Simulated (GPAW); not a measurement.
# SnSe (Pnma) in GPAW: further runs

Runs on SnSe. Level: GLLB-SC. Tasks: single point, dielectric tensor.

All numbers are computed with GPAW 26.7.0; they aren't measurements. Logs are shortened: lines on timing, memory, paths and dates and some standing lists are left out, and cuts for length are marked. The log counts tension as positive stress, the text compression.

### 1 The structure

The structure is orthorhombic, space group Pnma (No. 62). The conventional cell has a = 11.420 Å, b = 4.190 Å, c = 4.460 Å, α = 90.00°, β = 90.00°, γ = 90.00°. Sn (site symmetry m) has 3 Se at 2.69 to 2.83 Å as nearest neighbours. Se (site symmetry m) is surrounded by 3 Sn at 2.69 to 2.83 Å.

### 2 Single point, GLLB-SC

run.py

```python
from ase.dft.bandgap import bandgap
from ase.io import read, write
from gpaw import GPAW, PW

atoms = read('SnSe.xyz')

calc = GPAW(mode=PW(450),
            xc='GLLBSC',
            kpts={'size': (2, 3, 3), 'gamma': True},
            occupations={'name': 'fermi-dirac', 'width': 0.01},
            nbands=62,
            convergence={'density': 1e-05, 'energy': 1e-05},
            maxiter=150,
            txt='gpaw.txt')
atoms.calc = calc
energy = atoms.get_potential_energy()
calc.write('gs.gpw')
write('result.traj', atoms)
print('Fermi level:', round(calc.get_fermi_level(), 4), 'eV')
print(f'Gap: {bandgap(calc)[0]:.4f} eV, direct: {bandgap(calc, direct=True)[0]:.4f} eV')
```

SnSe.xyz

```xyz
8
Lattice="11.4200000000 0.0000000000 0.0000000000 0.0000000000 4.1900000000 0.0000000000 0.0000000000 0.0000000000 4.4600000000" Properties=species:S:1:pos:R:3 pbc="T T T"
Sn    10.0153400000      3.1425000000      4.0541400000
Sn     7.1146600000      1.0475000000      1.8241400000
Sn     4.3053400000      3.1425000000      2.6358600000
Sn     1.4046600000      1.0475000000      0.4058600000
Se     7.3430600000      3.1425000000      4.3886400000
Se     9.7869400000      1.0475000000      2.1586400000
Se     1.6330600000      3.1425000000      2.3013600000
Se     4.0769400000      1.0475000000      0.0713600000
```

Potentials or basis: the program's PAW data sets (release 1.2.1) made for this functional, pw.

Launch:

```sh
OMP_NUM_THREADS=1 python run.py
```

gpaw.txt:

```text
___ ___ ___ _ _ _
 |   |   |_  | | | |
 | | | | | . | | | |
 |__ |  _|___|_____|  26.7.0
 |___|_|

Input parameters:
  convergence: {density: 1e-05,
                energy: 1e-05}
  kpts: {gamma: True,
         size: (2, 3, 3)}
  maxiter: 150
  mode: {ecut: 450.00000000000006,
         name: pw}
  nbands: 62
  occupations: {name: fermi-dirac,
                width: 0.01}
  xc: GLLBSC

System changes: positions, numbers, cell, pbc, initial_charges, initial_magmoms

Initialize ...

species:
  Sn:
    name:    Tin
    Z:       50.0
    valence: 14
    core:    36
    charge:  0.0  # [|e|]
    compensation charges:
      type: gauss
      rc: 0.38  # [Å]
      lmax: 2
    cutoffs:
      filter: 2.23  # [Å]
      core: 2.35  # [Å]
    projectors
    | kind |    occ | energy [eV] | rcut [Å] |
    |------|--------|-------------|----------|
    |   5s |  2.000 |     -11.581 |    1.201 |
    |   5p |  2.000 |      -5.035 |    1.270 |
    |   4d | 10.000 |     -27.256 |    1.185 |
    |    s |        |      15.630 |    1.201 |
    |    p |        |      22.176 |    1.270 |
    |    d |        |      -0.045 |    1.185 |

    Using partial waves for Sn as LCAO basis

  Se:
    name:    Selenium
    Z:       34.0
    valence: 6
    core:    28
    charge:  0.0  # [|e|]
    compensation charges:
      type: gauss
      rc: 0.27  # [Å]
      lmax: 2
    cutoffs:
      filter: 1.77  # [Å]
      core: 2.61  # [Å]
    projectors
    | kind |    occ | energy [eV] | rcut [Å] |
    |------|--------|-------------|----------|
    |   4s |  2.000 |     -19.929 |    0.847 |
    |   4p |  4.000 |      -9.440 |    1.005 |
    |    s |        |       7.282 |    0.847 |
    |    p |        |      17.771 |    1.005 |
    |    d |        |       0.000 |    0.847 |

    Using partial waves for Se as LCAO basis

Reference energy: -935973.654070  # eV

Spin-paired calculation

Convergence criteria:
 Maximum [total energy] change in last 3 cyles: 1e-05 eV / valence electron
 Maximum integral of absolute [dens]ity change: 1e-05 electrons / valence electron
 Maximum integral of absolute [eigenst]ate change: 4e-08 eV^2 / valence electron
 Maximum number of scf [iter]ations: 150
 (Square brackets indicate name in SCF output, whereas a 'c' in
 the SCF output indicates the quantity has converged.)

Symmetries present (total): 2

  ( 1  0  0)  (-1  0  0)
  ( 0  1  0)  ( 0 -1  0)
  ( 0  0  1)  ( 0  0 -1)

18 k-points: 2 x 3 x 3 Monkhorst-Pack grid + [1/4,0.000000,0.000000]
10 k-points in the irreducible part of the Brillouin zone
       k-points in crystal coordinates                weights
   0:     0.00000000    0.00000000    0.00000000          1/18
   1:     0.00000000    0.00000000    0.33333333          2/18
   2:     0.00000000    0.33333333   -0.33333333          2/18
   3:     0.00000000    0.33333333    0.00000000          2/18
   4:     0.00000000    0.33333333    0.33333333          2/18
   5:     0.50000000    0.00000000    0.00000000          1/18
   6:     0.50000000    0.00000000    0.33333333          2/18
   7:     0.50000000    0.33333333   -0.33333333          2/18
   8:     0.50000000    0.33333333    0.00000000          2/18
   9:     0.50000000    0.33333333    0.33333333          2/18

Wave functions: Plane wave expansion
  Cutoff energy: 450.000 eV
  Number of coefficients (min, max): 4612, 4636
  Pulay-stress correction: 0.000000 eV/Ang^3 (de/decut=0.000000)
  Using FFTW library
  ScaLapack parameters: grid=1x1, blocksize=None
  Wavefunction extrapolation:
    Improved wavefunction reuse through dual PAW basis

Occupation numbers: Fermi-Dirac:
  width: 0.0100  # eV

Eigensolver
   Davidson(niter=2)

Densities:
  Coarse grid: 56*21*24 grid
  Fine grid: 112*42*48 grid
  Total Charge: 0.000000

Density mixing:
  Method: separate
  Backend: msr1
  Linear mixing parameter: 0.05
  old densities: 10
  Width of damping distribution: 1.1
  Damping of long wavelength oscillations: 20

Hamiltonian:
  XC and Coulomb potentials evaluated on a 112*42*48 grid
  Using the GLLBSC Exchange-Correlation functional
  External potential:
    NoExternalPotential

XC parameters: GLLBSC functional being used consists of
  -----------------------------------------------------------------------
  | Weight | Module     | Description                                   |
  -----------------------------------------------------------------------
  |  1.000 | SCREENING  | GGA_X_PBE_SOL with 2 nearest neighbor stencil |
  |  1.000 | RESPONSE   | eps=0.0500 eV                                 |
  |  1.000 | XC         | GGA_C_PBE_SOL with 2 nearest neighbor stencil |
  -----------------------------------------------------------------------

Number of atoms: 8
Number of atomic orbitals: 52
Number of bands in calculation: 62
Number of valence electrons: 80
Bands to converge: occupied

... initialized

Initializing position-dependent things.

Density initialized from atomic densities
Creating initial wave functions:
  52 bands from LCAO basis set
  10 bands from random numbers

    .---------------------------.
   /|                Se     Sn  |
  / |                           |
 *  |  Se     Sn                |
 |  |                           |
 |  .--------------Sn-----Se----.
 | /                           /
 |/  Sn     Se                /
 *---------------------------*

Atomic positions and initial magnetic moments

Positions:
   0 Sn    10.015340    3.142500    4.054140    ( 0.0000,  0.0000,  0.0000)
   1 Sn     7.114660    1.047500    1.824140    ( 0.0000,  0.0000,  0.0000)
   2 Sn     4.305340    3.142500    2.635860    ( 0.0000,  0.0000,  0.0000)
   3 Sn     1.404660    1.047500    0.405860    ( 0.0000,  0.0000,  0.0000)
   4 Se     7.343060    3.142500    4.388640    ( 0.0000,  0.0000,  0.0000)
   5 Se     9.786940    1.047500    2.158640    ( 0.0000,  0.0000,  0.0000)
   6 Se     1.633060    3.142500    2.301360    ( 0.0000,  0.0000,  0.0000)
   7 Se     4.076940    1.047500    0.071360    ( 0.0000,  0.0000,  0.0000)

Unit cell:
           periodic     x           y           z      points  spacing
  1. axis:    yes   11.420000    0.000000    0.000000    56     0.2039
  2. axis:    yes    0.000000    4.190000    0.000000    21     0.1995
  3. axis:    yes    0.000000    0.000000    4.460000    24     0.1858

  Lengths:  11.420000   4.190000   4.460000
  Angles:   90.000000  90.000000  90.000000

Effective grid spacing dv^(1/3) = 0.1963

iter:   1   -39.825782
iter:   2   -39.321728   -1.08  -1.20
iter:   3   -36.865031   -1.52  -1.19
iter:   4   -36.391238   -2.19  -1.50
iter:   5   -36.429387   -3.12  -1.50
iter:   6   -36.319298   -2.79  -1.67
iter:   7   -36.275477   -3.97  -2.16
iter:   8   -36.253568   -3.88  -2.05
iter:   9   -36.261488   -4.49  -2.32
iter:  10   -36.266682   -4.58  -2.48
iter:  11   -36.268916   -4.47  -2.73
iter:  12   -36.269281   -5.68  -3.76
iter:  13   -36.265535   -6.30  -3.95
iter:  14   -36.265238   -7.15  -4.26
iter:  15   -36.265615c  -7.87c -4.65
iter:  16   -36.265317c  -8.52c -4.87
iter:  17   -36.265074c  -8.98c -5.13c

Converged after 17 iterations.

Dipole moment: (0.000000, -0.000000, 0.000000) |e|*Ang

Energy contributions relative to reference atoms: (reference = -935973.654070)

Kinetic:       +193.317854
Potential:     -182.724916
External:        +0.000000
XC:             -47.582154
Entropy (-ST):   -0.000000
Local:           +0.724142
SIC:             +0.000000
--------------------------
Free energy:    -36.265074
Extrapolated:   -36.265074

GLLBSC response reference energy: 5.30585 eV (from HOMO)

Showing only first 2 kpts
 Kpt  Band  Eigenvalues  Occupancy
  0    38      4.50010    2.00000
  0    39      4.73125    2.00000
  0    40      6.31654    0.00000
  0    41      8.48031    0.00000

  1    38      4.87548    2.00000
  1    39      5.30589    2.00000
  1    40      6.46415    0.00000
  1    41      6.97040    0.00000

Fermi level: 5.85338

Gap: 0.762 eV
Transition (v -> c):
  (s=0, k=1, n=39, [0.00, 0.00, 0.33]) -> (s=0, k=3, n=40, [0.00, 0.33, 0.00])
Direct/indirect transitions are different
Direct gap: 0.871 eV
Transition at: (s=0, k=3, n=39, [0.00, 0.33, 0.00])
Writing to gs.gpw (mode='')
```

stdout:

```text
Fermi level: 5.8534 eV
Gap: 0.7617 eV, direct: 0.8713 eV
```

Wall time 99 s (1 thread of Arm Neoverse V1, shared host); peak memory 0.26 GiB.

Results:

```
Band gap on the k mesh, Kohn-Sham part alone : 0.76 eV, indirect (least direct gap 0.87 eV)
```

Levels at points of the mesh, in eV from the valence-band top:
```tsv
k point	band 37	band 38	band 39	band 40	band 41	band 42	band 43	band 44
(0.00, 0.00, 0.00)	-1.59	-1.17	-0.81	-0.57	1.01	3.17	3.21	3.21
(0.50, 0.00, 0.00)	-1.86	-1.86	-0.66	-0.66	2.80	2.80	3.00	3.00
```

Caveat: the k mesh is coarse (spacing up to 0.50 Å⁻¹), so the values aren't converged; a model potential gives levels but no total energy; spin-orbit coupling is left out, which moves the levels of the heavy elements; an odd mesh through Γ misses points on the zone boundary, where band edges often lie.

### 3 Dielectric tensor, GLLB-SC

run.py

```python
import numpy as np
from ase.dft.bandgap import bandgap
from ase.io import read, write
from gpaw import GPAW, PW
from gpaw.response.df import DielectricFunction

atoms = read('SnSe.xyz')

calc = GPAW(mode=PW(450),
            xc='GLLBSC',
            kpts={'size': (2, 3, 3), 'gamma': True},
            occupations={'name': 'fermi-dirac', 'width': 0.001},
            nbands=62,
            convergence={'density': 1e-06},
            maxiter=150,
            txt='gpaw.txt')
atoms.calc = calc
energy = atoms.get_potential_energy()
calc.write('gs.gpw')
write('result.traj', atoms)
print('Fermi level:', round(calc.get_fermi_level(), 4), 'eV')
print(f'Gap: {bandgap(calc)[0]:.4f} eV, direct: {bandgap(calc, direct=True)[0]:.4f} eV')

for size in [(2, 3, 3), (2, 5, 4)]:
    name = 'x'.join(str(n) for n in size)
    dense = calc.fixed_density(kpts={'size': size, 'gamma': True},
                               nbands=126, convergence={'bands': 120},
                               update_fermi_level=True, txt=f'dense-{name}.txt')
    dense.write(f'{name}.gpw', mode='all')
    df = DielectricFunction(f'{name}.gpw', frequencies=np.array([0.0]), hilbert=False, eta=0.001,
                            ecut=60, nbands=120, intraband=False, txt=f'df-{name}.txt')
    for xc in ['RPA', 'ALDA', 'LR0.3']:
        for direction in ['x', 'y', 'z', [0, 1, 1], [1, 0, 1], [1, 1, 0]]:
            e0, e = df.get_macroscopic_dielectric_constant(xc=xc, direction=direction)
            print(f'{name} {xc} {direction}: {e0:.4f} without, {e:.4f} with local fields')
```

SnSe.xyz is that of step 2.

Potentials or basis: the program's PAW data sets (release 1.2.1) made for this functional, pw.

Launch:

```sh
OMP_NUM_THREADS=1 python run.py
```

gpaw.txt:

```text
___ ___ ___ _ _ _
 |   |   |_  | | | |
 | | | | | . | | | |
 |__ |  _|___|_____|  26.7.0
 |___|_|

Input parameters:
  convergence: {density: 1e-06}
  kpts: {gamma: True,
         size: (2, 3, 3)}
  maxiter: 150
  mode: {ecut: 450.00000000000006,
         name: pw}
  nbands: 62
  occupations: {name: fermi-dirac,
                width: 0.001}
  xc: GLLBSC

System changes: positions, numbers, cell, pbc, initial_charges, initial_magmoms

Initialize ...

species:
  Sn:
    name:    Tin
    Z:       50.0
    valence: 14
    core:    36
    charge:  0.0  # [|e|]
    compensation charges:
      type: gauss
      rc: 0.38  # [Å]
      lmax: 2
    cutoffs:
      filter: 2.23  # [Å]
      core: 2.35  # [Å]
    projectors
    | kind |    occ | energy [eV] | rcut [Å] |
    |------|--------|-------------|----------|
    |   5s |  2.000 |     -11.581 |    1.201 |
    |   5p |  2.000 |      -5.035 |    1.270 |
    |   4d | 10.000 |     -27.256 |    1.185 |
    |    s |        |      15.630 |    1.201 |
    |    p |        |      22.176 |    1.270 |
    |    d |        |      -0.045 |    1.185 |

    Using partial waves for Sn as LCAO basis

  Se:
    name:    Selenium
    Z:       34.0
    valence: 6
    core:    28
    charge:  0.0  # [|e|]
    compensation charges:
      type: gauss
      rc: 0.27  # [Å]
[... 109 lines left out ...]
 |  |                           |
 |  .--------------Sn-----Se----.
 | /                           /
 |/  Sn     Se                /
 *---------------------------*

Atomic positions and initial magnetic moments

Positions:
   0 Sn    10.015340    3.142500    4.054140    ( 0.0000,  0.0000,  0.0000)
   1 Sn     7.114660    1.047500    1.824140    ( 0.0000,  0.0000,  0.0000)
   2 Sn     4.305340    3.142500    2.635860    ( 0.0000,  0.0000,  0.0000)
   3 Sn     1.404660    1.047500    0.405860    ( 0.0000,  0.0000,  0.0000)
   4 Se     7.343060    3.142500    4.388640    ( 0.0000,  0.0000,  0.0000)
   5 Se     9.786940    1.047500    2.158640    ( 0.0000,  0.0000,  0.0000)
   6 Se     1.633060    3.142500    2.301360    ( 0.0000,  0.0000,  0.0000)
   7 Se     4.076940    1.047500    0.071360    ( 0.0000,  0.0000,  0.0000)

Unit cell:
           periodic     x           y           z      points  spacing
  1. axis:    yes   11.420000    0.000000    0.000000    56     0.2039
  2. axis:    yes    0.000000    4.190000    0.000000    21     0.1995
  3. axis:    yes    0.000000    0.000000    4.460000    24     0.1858

  Lengths:  11.420000   4.190000   4.460000
  Angles:   90.000000  90.000000  90.000000

Effective grid spacing dv^(1/3) = 0.1963

iter:   1   -39.825782
iter:   2   -39.321728   -1.08  -1.20
iter:   3   -36.865031   -1.52  -1.19
iter:   4   -36.391238   -2.19  -1.50
iter:   5   -36.429387   -3.12  -1.50
iter:   6   -36.319298   -2.79  -1.67
iter:   7   -36.275477   -3.97  -2.16
iter:   8   -36.253568   -3.88  -2.05
iter:   9   -36.261488c  -4.49  -2.32
iter:  10   -36.266682c  -4.58  -2.48
iter:  11   -36.268916c  -4.47  -2.73
iter:  12   -36.269281c  -5.68  -3.76
iter:  13   -36.265535c  -6.30  -3.95
iter:  14   -36.265238c  -7.15  -4.26
iter:  15   -36.265615c  -7.87c -4.65
iter:  16   -36.265317c  -8.52c -4.87
iter:  17   -36.265074c  -8.98c -5.13
iter:  18   -36.265088c  -9.71c -5.43
iter:  19   -36.265073c -10.34c -6.04c

Converged after 19 iterations.

Dipole moment: (-0.000000, -0.000000, 0.000000) |e|*Ang

Energy contributions relative to reference atoms: (reference = -935973.654070)

Kinetic:       +193.313371
Potential:     -182.720886
External:        +0.000000
XC:             -47.581717
Entropy (-ST):   -0.000000
Local:           +0.724159
SIC:             +0.000000
--------------------------
Free energy:    -36.265073
Extrapolated:   -36.265073

GLLBSC response reference energy: 5.30588 eV (from HOMO)

Showing only first 2 kpts
 Kpt  Band  Eigenvalues  Occupancy
  0    38      4.50009    2.00000
  0    39      4.73124    2.00000
  0    40      6.31654    0.00000
  0    41      8.48031    0.00000

  1    38      4.87547    2.00000
  1    39      5.30588    2.00000
  1    40      6.46415    0.00000
  1    41      6.97040    0.00000

Fermi level: 5.95659

Gap: 0.762 eV
Transition (v -> c):
  (s=0, k=1, n=39, [0.00, 0.00, 0.33]) -> (s=0, k=3, n=40, [0.00, 0.33, 0.00])
Direct/indirect transitions are different
Direct gap: 0.871 eV
Transition at: (s=0, k=3, n=39, [0.00, 0.33, 0.00])
Writing to gs.gpw (mode='')
```

df-2x3x3.txt:

```text
FrequencyGridDescriptor(from 0.000 to 0.000 eV, 1 points)
FrequencyGridDescriptor(from 0.000 to 0.000 eV, 1 points)

Calculating chi0 body with:
    Ground state adapter containing:
    Number of spins: 1
    Number of kpoints: 18
    Number of irreducible kpoints: 10
    Number of completely occupied states: 40
    Number of partially occupied states: 40

    Linear response parametrization:
[... 372 lines left out ...]
      (4,2)   0.00000192  0.00000010  yes
      (4,3)   0.00000012  0.00000000  yes
      (4,4)   0.00000028  0.00000002  yes
      In total: 0.9999999910469122 of the surface norm square is covered on average
      In total: 0.9999999910469122 of the surface norm square could be covered on average

Finished calculating f(G)
Calculating LR kernel with alpha = 0.3
Calculating LR kernel with alpha = 0.3
Calculating LR kernel with alpha = 0.3
Calculating LR kernel with alpha = 0.3
Calculating LR kernel with alpha = 0.3
Calculating LR kernel with alpha = 0.3
```

It took 32 min on 1 thread of Arm Neoverse V1, shared host; peak memory 2.4 GiB.

These settings aren't checked as converged: the numbers below hold their error.

Results:

- Band gap on the k mesh, Kohn-Sham part alone: 0.76 eV, indirect (least direct gap 0.87 eV)
- Electronic dielectric tensor (diagonal): 17.73, 15.23, 13.85

Caveat: the dielectric constant isn't converged in the k mesh; a model potential gives levels but no total energy; the long-wavelength limit can be off by a per cent or two; response on these states lacks terms of the Hamiltonian; spin-orbit coupling is left out, which moves the levels of the heavy elements; an odd mesh through Γ misses points on the zone boundary, where band edges often lie.
